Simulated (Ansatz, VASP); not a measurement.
# Re in VASP and in Ansatz

INCAR

```
  PREC = Accurate
  ENCUT = 520
  EDIFF = 1E-6
  ISMEAR = -1
  SIGMA = 0.1
  LREAL = F
  LASPH = T
  NELM = 80
  ALGO = Normal
  ISIF = 2
  LWAVE = F
  LCHARG = F
  GGA = RE
  NBANDS = 10
```

KPOINTS

```
Automatic mesh
0
Gamma
  14 14 14
```

The input POSCAR:

```
Re
1.0
    2.6222169885      0.0000000000      0.0000000000
    0.0000000000      2.6222169885      0.0000000000
    0.0000000000      0.0000000000      2.6222169885
Re
1
Direct
    0.0000000000      0.0000000000      0.0000000000
```

Input for Ansatz:

```yaml
crystal:
  lattice:
    - [2.6222169885, 0.0, 0.0]
    - [0.0, 2.6222169885, 0.0]
    - [0.0, 0.0, 2.6222169885]
  atoms:
    - { symbol: Re, position: [0.0, 0.0, 0.0] }
hamiltonian:
  xc: revpbe
  pseudopotentials:
    kind: paw
    azcp:
      Re: "pseudopotentials/Re.paw.azcp"
basis:
  ecutwfc: 420
  fft_grid_basis: typed
kpoints:
  mp_grid: { grid: [14, 14, 14], shift: [0, 0, 0] }
magnetization:
  spin_polarized: false
scf:
  occupations: { method: fermi_dirac, width: 0.1 }
  lower_state_search: "off"
output:
  stress: true
```

Alike in both runs: task single point; functional revPBE; k mesh 14 × 14 × 14; occupations fermi-dirac, width 0.1 eV; no spin polarisation.

```csv
,VASP,Ansatz
version,VASP 6.6.1,Ansatz 0.2.0
potentials or method,"VASP PAW PBE potentials, release 64 (Re)","plane waves (420 eV) with PAW, scalar-relativistic"
plane-wave cutoff (eV),520,420
valence electrons in the cell,7,15
```

```csv
,VASP,Ansatz,Ansatz less VASP
pressure (GPa),-10.6,-9.6,+1.03
```

The functional is the same, so the differences come from potentials, cutoffs and numerics. The two sets of potentials don't hold the same shells in valence.

Caveats: the PAW data sets were made with another functional, which shifts forces and pressure a little (VASP). The runs have no spin-orbit coupling, so splittings on Re are missing.
